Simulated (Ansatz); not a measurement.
Born–Oppenheimer molecular dynamics of a periodic cell of 16 atoms, Si (start crystal Si, start structure diamond, volume 1.15 times the crystal's). It starts from a structure without forces on its atoms.

Method: DFT PBEsol, scalar-relativistic, plane waves, PAW (Ansatz 0.2.0). Settings: cutoff 420 eV, k mesh 2x2x2, fermi-dirac smearing 0.3 eV, no spin polarisation.

| Property | Result |
| --- | --- |
| ensemble | NVT, Langevin thermostat |
| time step | 1.5 fs |
| steps asked | 80 |
| set temperature | 3500 K |
| friction | 0.02 /fs |
| seed | 826780 |

Frames 3 fs apart, positions in Å, forces in eV/Å.

Velocities at 30.0 fs (Å/ps):

```
Si -0.54 -9.31 -0.85
Si -14.21 7.09 -4.00
Si 0.37 -10.94 17.65
Si -4.76 -1.71 -7.03
Si 2.71 15.67 -3.58
Si 9.06 -4.32 -10.59
Si 5.29 -7.91 -5.23
Si 3.11 -2.84 -9.53
Si -9.61 3.78 1.51
Si 10.86 8.87 5.62
Si 5.81 -1.36 6.34
Si 2.30 1.90 3.43
Si 1.87 -0.21 -2.44
Si -11.01 8.64 6.18
Si 9.32 -5.27 -1.86
Si -3.88 0.39 -1.41
```

```xyz
16
Lattice="0.0000 5.6890 5.6890 5.6890 0.0000 5.6890 5.6890 5.6890 0.0000" Properties=species:S:1:pos:R:3:forces:R:3 time_fs=30.0 energy_less_start_eV=3.421 T=1675
Si 0.126 -0.146 -0.145 0.83 -0.95 1.61
Si 1.145 1.628 1.398 0.54 -0.61 -0.31
Si 2.793 2.875 -0.041 -0.82 1.09 1.79
Si 4.236 4.254 1.492 -0.77 1.40 -1.18
Si 2.643 0.226 2.834 1.40 0.53 -0.79
Si 4.532 1.122 4.207 -1.99 1.81 -0.88
Si 5.454 2.677 2.557 1.79 -0.39 1.36
Si 7.580 4.075 3.851 -2.39 -0.84 0.63
Si -0.079 2.968 3.039 -0.08 0.03 -0.19
Si 1.741 4.067 4.273 -1.10 1.69 -0.76
Si 2.908 5.999 2.898 -0.47 -1.59 -0.39
Si 4.130 7.254 4.470 2.10 -1.40 -0.79
Si 3.032 2.771 5.661 0.87 -0.54 0.75
Si 4.273 4.436 7.239 -0.84 -0.85 0.28
Si 5.627 5.520 5.730 0.93 1.34 -0.84
Si 7.120 7.189 7.019 -0.01 -0.73 -0.30
16
Lattice="0.0000 5.6890 5.6890 5.6890 0.0000 5.6890 5.6890 5.6890 0.0000" Properties=species:S:1:pos:R:3:forces:R:3 time_fs=33.0 energy_less_start_eV=3.319 T=1807
Si 0.126 -0.185 -0.150 0.67 -0.68 1.58
Si 1.107 1.651 1.387 0.58 -0.82 -0.21
Si 2.790 2.837 0.021 -0.89 1.29 1.07
Si 4.218 4.248 1.468 -0.42 1.09 -0.78
Si 2.653 0.272 2.825 1.02 0.14 -0.61
Si 4.546 1.103 4.187 -1.86 1.80 -0.70
Si 5.469 2.648 2.550 1.45 0.07 1.22
Si 7.585 4.068 3.834 -2.06 -0.73 0.79
Si -0.101 2.977 3.038 0.03 0.23 -0.07
Si 1.762 4.096 4.284 -1.20 1.44 -0.87
Si 2.923 5.984 2.915 -0.62 -1.46 -0.60
Si 4.135 7.257 4.471 2.02 -1.31 -0.64
Si 3.044 2.775 5.655 0.79 -0.56 0.83
Si 4.238 4.467 7.264 -0.48 -0.80 -0.05
Si 5.655 5.511 5.720 0.65 1.16 -0.63
Si 7.107 7.189 7.008 0.34 -0.86 -0.31
16
Lattice="0.0000 5.6890 5.6890 5.6890 0.0000 5.6890 5.6890 5.6890 0.0000" Properties=species:S:1:pos:R:3:forces:R:3 time_fs=36.0 energy_less_start_eV=3.365 T=2283
Si 0.141 -0.223 -0.151 0.39 -0.34 1.49
Si 1.066 1.685 1.374 0.67 -1.10 -0.14
Si 2.800 2.790 0.081 -0.94 1.43 0.46
Si 4.205 4.237 1.438 -0.14 0.93 -0.37
Si 2.663 0.318 2.815 0.60 -0.28 -0.39
Si 4.561 1.077 4.167 -1.70 1.74 -0.47
Si 5.467 2.626 2.558 1.37 0.32 0.96
Si 7.573 4.054 3.831 -1.77 -0.46 0.83
Si -0.114 2.985 3.032 0.01 0.41 0.11
Si 1.779 4.126 4.293 -1.21 1.17 -0.98
Si 2.934 5.971 2.928 -0.76 -1.36 -0.85
Si 4.139 7.244 4.472 2.00 -1.16 -0.53
Si 3.067 2.795 5.647 0.67 -0.67 0.92
Si 4.207 4.503 7.295 -0.13 -0.80 -0.37
Si 5.682 5.497 5.703 0.42 1.00 -0.46
Si 7.096 7.185 6.982 0.53 -0.82 -0.21
16
Lattice="0.0000 5.6890 5.6890 5.6890 0.0000 5.6890 5.6890 5.6890 0.0000" Properties=species:S:1:pos:R:3:forces:R:3 time_fs=39.0 energy_less_start_eV=3.541 T=2018
Si 0.161 -0.260 -0.154 0.17 -0.10 1.47
Si 1.029 1.712 1.361 0.72 -1.31 -0.13
Si 2.813 2.747 0.143 -0.81 1.36 -0.19
Si 4.202 4.225 1.421 0.05 0.84 -0.07
Si 2.664 0.359 2.796 0.32 -0.51 -0.15
Si 4.585 1.051 4.150 -1.73 1.60 -0.27
Si 5.457 2.593 2.573 1.42 0.57 0.60
Si 7.551 4.043 3.823 -1.52 -0.28 0.91
Si -0.122 2.986 3.025 -0.03 0.60 0.29
Si 1.805 4.150 4.295 -1.21 0.93 -1.07
Si 2.940 5.963 2.928 -0.76 -1.27 -0.95
Si 4.163 7.220 4.471 1.73 -0.94 -0.34
Si 3.090 2.817 5.646 0.56 -0.76 0.96
Si 4.170 4.533 7.327 0.26 -0.85 -0.67
Si 5.713 5.475 5.687 0.22 0.87 -0.31
Si 7.088 7.179 6.955 0.60 -0.74 -0.09
16
Lattice="0.0000 5.6890 5.6890 5.6890 0.0000 5.6890 5.6890 5.6890 0.0000" Properties=species:S:1:pos:R:3:forces:R:3 time_fs=42.0 energy_less_start_eV=3.781 T=2437
Si 0.196 -0.290 -0.154 -0.14 0.16 1.42
Si 0.982 1.724 1.364 0.94 -1.40 -0.32
Si 2.826 2.716 0.208 -0.56 1.00 -0.82
Si 4.201 4.237 1.403 0.25 0.61 0.23
Si 2.662 0.393 2.778 0.08 -0.61 0.06
Si 4.610 1.020 4.130 -1.75 1.32 0.04
Si 5.442 2.564 2.605 1.49 0.95 0.06
Si 7.521 4.034 3.811 -1.32 -0.18 1.00
Si -0.122 2.989 3.014 -0.14 0.79 0.50
Si 1.830 4.170 4.292 -1.10 0.66 -1.09
Si 2.942 5.964 2.916 -0.78 -1.23 -1.08
Si 4.196 7.186 4.443 1.31 -0.49 0.17
Si 3.110 2.829 5.656 0.45 -0.73 0.91
Si 4.140 4.566 7.358 0.60 -0.97 -0.94
Si 5.737 5.444 5.658 0.10 0.83 -0.19
Si 7.078 7.180 6.930 0.57 -0.71 0.05
16
Lattice="0.0000 5.6890 5.6890 5.6890 0.0000 5.6890 5.6890 5.6890 0.0000" Properties=species:S:1:pos:R:3:forces:R:3 time_fs=45.0 energy_less_start_eV=4.098 T=2321
Si 0.257 -0.316 -0.152 -0.74 0.53 1.40
Si 0.938 1.733 1.375 1.16 -1.43 -0.57
Si 2.845 2.676 0.271 -0.41 0.76 -1.13
Si 4.200 4.257 1.388 0.41 0.40 0.40
Si 2.646 0.422 2.753 0.01 -0.71 0.29
Si 4.628 0.989 4.108 -1.68 0.93 0.35
Si 5.429 2.543 2.631 1.52 1.28 -0.37
Si 7.472 4.028 3.817 -1.16 -0.04 1.00
Si -0.114 3.012 3.006 -0.25 0.83 0.76
Si 1.857 4.186 4.303 -0.92 0.48 -1.31
Si 2.931 5.971 2.894 -0.66 -1.17 -1.01
Si 4.228 7.162 4.418 1.00 -0.24 0.41
Si 3.125 2.842 5.670 0.46 -0.76 0.90
Si 4.125 4.589 7.389 0.77 -0.99 -1.13
Si 5.759 5.413 5.635 0.04 0.86 -0.12
Si 7.075 7.190 6.910 0.46 -0.72 0.13
16
Lattice="0.0000 5.6890 5.6890 5.6890 0.0000 5.6890 5.6890 5.6890 0.0000" Properties=species:S:1:pos:R:3:forces:R:3 time_fs=48.0 energy_less_start_eV=4.494 T=2297
Si 0.331 -0.352 -0.150 -1.52 1.04 1.46
Si 0.902 1.737 1.386 1.31 -1.46 -0.80
Si 2.859 2.648 0.336 -0.26 0.47 -1.37
Si 4.198 4.276 1.372 0.57 0.29 0.55
Si 2.633 0.451 2.731 0.00 -0.77 0.42
Si 4.646 0.976 4.091 -1.61 0.38 0.80
Si 5.420 2.518 2.651 1.50 1.73 -0.79
Si 7.412 4.038 3.824 -1.01 0.04 0.98
Si -0.105 3.037 2.993 -0.33 0.85 1.03
Si 1.885 4.206 4.312 -0.53 0.16 -1.59
Si 2.925 5.995 2.872 -0.54 -1.18 -0.91
Si 4.267 7.138 4.398 0.69 0.02 0.59
Si 3.151 2.849 5.682 0.39 -0.72 0.83
Si 4.118 4.610 7.405 0.85 -0.98 -1.23
Si 5.766 5.397 5.613 0.05 0.89 -0.06
Si 7.071 7.207 6.905 0.44 -0.77 0.09
16
Lattice="0.0000 5.6890 5.6890 5.6890 0.0000 5.6890 5.6890 5.6890 0.0000" Properties=species:S:1:pos:R:3:forces:R:3 time_fs=51.0 energy_less_start_eV=4.904 T=2097
Si 0.395 -0.390 -0.145 -2.21 1.47 1.58
Si 0.861 1.728 1.400 1.38 -1.41 -0.98
Si 2.862 2.618 0.400 -0.06 0.23 -1.45
Si 4.201 4.294 1.353 0.62 0.15 0.65
Si 2.621 0.483 2.701 0.09 -0.88 0.49
Si 4.644 0.960 4.082 -1.52 -0.01 1.13
Si 5.414 2.497 2.677 1.47 2.08 -1.10
Si 7.355 4.050 3.832 -0.90 0.11 0.89
Si -0.109 3.057 2.980 -0.30 0.85 1.23
Si 1.918 4.227 4.322 -0.19 -0.12 -1.94
Si 2.920 6.015 2.847 -0.35 -1.16 -0.74
Si 4.309 7.118 4.381 0.34 0.17 0.68
Si 3.165 2.857 5.696 0.35 -0.75 0.82
Si 4.120 4.618 7.409 0.77 -0.87 -1.25
Si 5.774 5.390 5.600 0.05 0.88 -0.03
Si 7.059 7.211 6.910 0.48 -0.74 0.02
16
Lattice="0.0000 5.6890 5.6890 5.6890 0.0000 5.6890 5.6890 5.6890 0.0000" Properties=species:S:1:pos:R:3:forces:R:3 time_fs=54.0 energy_less_start_eV=5.354 T=2316
Si 0.457 -0.420 -0.139 -2.92 1.85 1.82
Si 0.823 1.708 1.408 1.44 -1.30 -1.14
Si 2.874 2.593 0.454 0.01 -0.04 -1.41
Si 4.199 4.308 1.332 0.67 0.12 0.74
Si 2.611 0.510 2.665 0.23 -1.00 0.53
Si 4.633 0.942 4.074 -1.47 -0.36 1.40
Si 5.402 2.473 2.700 1.46 2.38 -1.38
Si 7.300 4.053 3.834 -0.79 0.18 0.77
Si -0.112 3.075 2.962 -0.21 0.80 1.38
Si 1.946 4.253 4.330 0.16 -0.38 -2.39
Si 2.903 6.025 2.823 0.02 -1.04 -0.47
Si 4.367 7.107 4.367 -0.10 0.17 0.61
Si 3.160 2.869 5.699 0.41 -0.87 0.91
Si 4.125 4.610 7.411 0.61 -0.65 -1.30
Si 5.796 5.392 5.593 -0.01 0.81 0.00
Si 7.048 7.212 6.918 0.48 -0.67 -0.07
16
Lattice="0.0000 5.6890 5.6890 5.6890 0.0000 5.6890 5.6890 5.6890 0.0000" Properties=species:S:1:pos:R:3:forces:R:3 time_fs=57.0 energy_less_start_eV=5.667 T=2034
Si 0.511 -0.432 -0.136 -3.47 2.08 2.05
Si 0.799 1.683 1.404 1.35 -1.06 -1.10
Si 2.886 2.572 0.491 0.09 -0.22 -1.30
Si 4.188 4.330 1.315 0.76 0.06 0.75
Si 2.609 0.537 2.625 0.34 -1.10 0.52
Si 4.602 0.931 4.070 -1.35 -0.50 1.55
Si 5.404 2.455 2.720 1.36 2.53 -1.48
Si 7.235 4.043 3.841 -0.65 0.26 0.64
Si -0.120 3.105 2.941 0.06 0.47 1.44
Si 1.969 4.277 4.325 0.46 -0.59 -2.70
Si 2.902 6.038 2.810 0.27 -0.94 -0.29
Si 4.433 7.097 4.368 -0.52 0.29 0.39
Si 3.155 2.881 5.702 0.42 -0.94 0.95
Si 4.148 4.607 7.409 0.33 -0.38 -1.42
Si 5.815 5.406 5.568 -0.01 0.66 0.17
Si 7.036 7.211 6.924 0.57 -0.61 -0.16
16
Lattice="0.0000 5.6890 5.6890 5.6890 0.0000 5.6890 5.6890 5.6890 0.0000" Properties=species:S:1:pos:R:3:forces:R:3 time_fs=60.0 energy_less_start_eV=5.976 T=1978
Si 0.549 -0.431 -0.134 -3.73 2.13 2.13
Si 0.783 1.666 1.397 1.23 -0.87 -0.99
Si 2.894 2.564 0.531 0.16 -0.42 -1.21
Si 4.170 4.357 1.296 0.86 0.11 0.81
Si 2.620 0.556 2.592 0.36 -1.15 0.43
Si 4.562 0.912 4.059 -1.16 -0.52 1.63
Si 5.402 2.439 2.734 1.28 2.53 -1.52
Si 7.168 4.030 3.845 -0.48 0.30 0.50
Si -0.120 3.141 2.923 0.37 0.00 1.59
Si 2.001 4.298 4.326 0.47 -0.58 -2.88
Si 2.901 6.063 2.829 0.41 -0.94 -0.33
Si 4.482 7.087 4.383 -0.78 0.59 0.16
Si 3.153 2.894 5.697 0.51 -1.10 1.07
Si 4.181 4.595 7.409 -0.04 -0.02 -1.62
Si 5.840 5.429 5.538 -0.03 0.42 0.41
Si 7.034 7.201 6.928 0.60 -0.46 -0.18
16
Lattice="0.0000 5.6890 5.6890 5.6890 0.0000 5.6890 5.6890 5.6890 0.0000" Properties=species:S:1:pos:R:3:forces:R:3 time_fs=63.0 energy_less_start_eV=6.184 T=1861
Si 0.579 -0.425 -0.122 -3.68 1.96 1.99
Si 0.771 1.632 1.389 1.04 -0.57 -0.82
Si 2.907 2.544 0.575 0.24 -0.54 -1.07
Si 4.150 4.386 1.282 0.91 0.12 0.80
Si 2.631 0.575 2.561 0.42 -1.22 0.31
Si 4.526 0.890 4.044 -0.96 -0.50 1.69
Si 5.398 2.424 2.743 1.22 2.45 -1.55
Si 7.095 4.032 3.854 -0.32 0.27 0.31
Si -0.111 3.173 2.912 0.73 -0.55 1.72
Si 2.031 4.308 4.318 0.21 -0.39 -2.87
Si 2.903 6.088 2.840 0.52 -0.96 -0.31
Si 4.507 7.090 4.403 -0.92 0.79 -0.04
Si 3.147 2.913 5.699 0.60 -1.28 1.18
Si 4.219 4.572 7.406 -0.47 0.42 -1.82
Si 5.861 5.447 5.516 -0.10 0.26 0.61
Si 7.043 7.185 6.925 0.54 -0.27 -0.13
```

Of the whole run (120 fs, mean temperature of the second half 2403 K): The mean temperature of the second half is 31 % below the set value. A run of 0.12 ps of so small a system gives no equilibrium averages. Limits of this set-up: coarse k mesh.

Run time: 8 min on 1 thread of Arm Neoverse V2, with other jobs on the host, peak memory 0.7 GiB.
